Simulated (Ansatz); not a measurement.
# Kick test of a cell of KF

The structure comes from a generated guess, relaxed at this level; another structure or a mixture of phases may lie lower.

All numbers below come from DFT PBE, scalar-relativistic, plane waves, PAW in Ansatz 0.2.0. Settings: cutoff 420 eV, Γ-centred mesh 4×4×6 on the computed 2-atom cell, Gaussian smearing of 0.02 eV; no spin polarisation.

The cell below (2 atoms, space group P4/mmm (No. 123)) is relaxed within its symmetry.

```cif
data_structure
_symmetry_space_group_name_H-M 'P 1'
_symmetry_Int_Tables_number 1
_cell_length_a 6.0088
_cell_length_b 6.0088
_cell_length_c 4.7761
_cell_angle_alpha 90.000
_cell_angle_beta 90.000
_cell_angle_gamma 90.000
_cell_volume 172.44
loop_
_atom_site_label
_atom_site_type_symbol
_atom_site_fract_x
_atom_site_fract_y
_atom_site_fract_z
_atom_site_occupancy
K1 K 0.00000 0.00000 0.00000 1
F1 F 0.00000 0.00000 0.50000 1
```

For the test a repeat of it with 8 atoms (edges 6.01, 9.55, 12.02 Å) was strained at random (σ = 1.5 % a component), the atoms were moved at random (σ = 0.15 Å), and all was relaxed again on a coarse 2×2×1 mesh (in the run’s order of axes) with 0.10 eV smearing, with no symmetry imposed.

Weakly bound directions are ill-defined at this level, which has no dispersion term.

Question: Is the structure stable against such a distortion?

Answer: It doesn't return. The energy falls by 313 meV/atom on that mesh, the volume changes by -50.8 %, and the end has space group P-1 (No. 2) at a loose tolerance. Relaxed again on a 6×6×2 mesh with 0.02 eV smearing, the new structure lies 314 meV/atom below the first (mesh in the axes of the run's cell; the cell below is made exact in the group named). Space group P-1 (No. 2), triclinic, a = 3.662 Å, b = 3.665 Å, c = 12.617 Å, α = 90.5°, β = 91.2°, γ = 90.0°. K is surrounded by 4 F at 2.59 Å; F is surrounded by 4 K at 2.59 Å.

Space group P-1 (No. 2). a = 3.662 Å, b = 3.665 Å, c = 12.617 Å, α = 90.49°, β = 91.25°, γ = 90.00°
```tsv
atom	site	symmetry	x	y	z
K	2i	1	0.0226	0.4984	0.7521
F	2i	1	0.5226	0.9984	0.7523
```
